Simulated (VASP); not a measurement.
Here is a VASP 6.6.1 calculation.

File INCAR:

```
PREC     = Accurate       # precision mode
ENCUT    = 520            # plane-wave cutoff, eV
EDIFF    = 1E-7           # SCF threshold, eV
ISMEAR   = -1             # smearing method
SIGMA    = 0.02           # smearing width, eV
LREAL    = False          # projectors in reciprocal space
LASPH    = True           # aspherical terms in the spheres
NELM     = 100            # most SCF steps
ALGO     = Normal         # electronic algorithm
ISIF     = 2              # what is computed and relaxed
LWAVE    = False          # write WAVECAR
LCHARG   = False          # write CHGCAR
METAGGA  = R2SCAN         # meta-GGA
LMIXTAU  = True         
LEFG     = True
```

KPOINTS

```
regular mesh
0
Gamma
  8 8 5
```

File POSCAR:

```
GaN
1.0
    3.1800000000      0.0000000000      0.0000000000
   -1.5900000000      2.7539607840      0.0000000000
    0.0000000000      0.0000000000      5.1660000000
Ga N
2 2
Direct
    0.3333333333      0.6666666667      0.0000000000
    0.6666666667      0.3333333333      0.5000000000
    0.3333333333      0.6666666667      0.3750000000
    0.6666666667      0.3333333333      0.8750000000
```

Potentials or basis: VASP PAW PBE potentials, release 64 (Ga_d, N).

Command:

```sh
$ cat potpaw_PBE.64/Ga_d/POTCAR potpaw_PBE.64/N/POTCAR > POTCAR
$ mpirun -np 1 vasp_std > vasp.out
```

Task: What does it give for the largest force?

Result: 0.137 eV/Å.

Task: Estimate the band gap on the k mesh.

Result: 2.38 eV, direct.

Task: Estimate the pressure.

Result: 2.2 GPa.

Forces in eV/Å, atoms in the order of the input:
```
Ga   0.000  0.000 -0.137
Ga   0.000  0.000 -0.137
N    0.000  0.000  0.137
N    0.000  0.000  0.137
```

Caveat: the PAW data sets were made with another functional, which shifts forces and pressure a little.

**Measured values to compare with.**

“Studying electronic properties in GaN without electrical contacts using γ-γ vs e−-γ Perturbed Angular Correlations”, 2019, pmc:6823545 quotes, for a bulk crystal of GaN: band gap 3.503 ± 0.005 eV (direct).

Against the measured gap of GaN, 3.503 eV (direct; quoted in “Studying electronic properties in GaN without electrical contacts using γ-γ vs e−-γ Perturbed Angular Correlations”, 2019, pmc:6823545), the calculated 2.38 eV is off by -1.13 eV. Spin-orbit coupling on Ga is left out. The value is that of r2SCAN, without temperature or zero-point motion.
